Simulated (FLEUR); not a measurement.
Sn: band structure with PBE

The system is Sn.

```
CELL_PARAMETERS angstrom
0.00000 3.23334 3.23334
3.23334 0.00000 3.23334
3.23334 3.23334 0.00000
ATOMIC_POSITIONS crystal
Sn 0.75000 0.75000 0.75000
Sn 0.50000 0.50000 0.50000
```

This isn't the form of Sn at room conditions, which is tetragonal (white tin).

```
Program                  : FLEUR MaX-R8.1 (later development tree)
Task                     : band structure
Functional               : PBE
Potentials or basis      : all-electron
Basis                    : FLAPW
Kmax                     : 4 1/bohr
k mesh                   : 7 × 7 × 7
Occupations              : fermi-dirac, width 0.05 eV
Spin                     : no spin polarisation
inpgen profile           : fast
Gmax                     : 20 1/bohr
Muffin-tin radii         : Sn 2.45 bohr
lmax                     : Sn 7
Local orbitals a species : Sn 5
Max iterations           : 60
Mixing factor            : 0.05
Mixer                    : Anderson
Mixer history            : 15
Density convergence      : 1e-05 me/bohr^3
```

```
Band gap along the path                               : none (metal or under the smearing width)
Valence electrons inside the program's atomic spheres : Sn 19.85 (radii Sn 2.45 bohr)
```

Levels at the corners of the path, in eV from the Fermi level:
```tsv
point	band 19	band 20	band 21	band 22	band 23	band 24	band 25	band 26
Γ	-10.66	-0.54	0.10	0.10	0.10	2.18	2.18	2.18
X	-7.53	-7.53	-2.48	-2.48	0.83	0.83	7.81	7.81
W	-7.47	-7.47	-3.07	-3.07	3.48	3.48	4.06	4.06
K	-7.94	-7.04	-3.41	-2.12	1.11	3.40	5.83	6.06
Γ	-10.66	-0.54	0.10	0.10	0.10	2.18	2.18	2.18
L	-9.02	-6.32	-1.12	-1.12	0.03	3.25	3.25	5.66
U	-7.94	-7.04	-3.41	-2.12	1.11	3.40	5.83	6.06
W	-7.47	-7.47	-3.07	-3.07	3.48	3.48	4.06	4.06
L	-9.02	-6.32	-1.12	-1.12	0.03	3.25	3.25	5.66
K	-7.94	-7.04	-3.41	-2.12	1.11	3.40	5.83	6.06
U	-7.94	-7.04	-3.41	-2.12	1.11	3.40	5.83	6.06
X	-7.53	-7.53	-2.48	-2.48	0.83	0.83	7.81	7.81
```

Core levels (eV from the Fermi level):
```tsv
atom	levels
1 Sn	1s1/2 -28991.3, 2s1/2 -4371.7, 2p1/2 -4083.2, 2p3/2 -3852.5, 3s1/2 -840.2, 3p1/2 -723.0, 3p3/2 -680.8, 3d3/2 -473.8, 3d5/2 -465.1
2 Sn	1s1/2 -28991.3, 2s1/2 -4371.7, 2p1/2 -4083.2, 2p3/2 -3852.5, 3s1/2 -840.2, 3p1/2 -723.0, 3p3/2 -680.8, 3d3/2 -473.8, 3d5/2 -465.1
```

Run time: 40 s on 1 thread of Arm Neoverse V1, on a shared host, peak memory 0.11 GiB.

Caveat: spin-orbit coupling is left out, which moves the levels of the heavy elements.
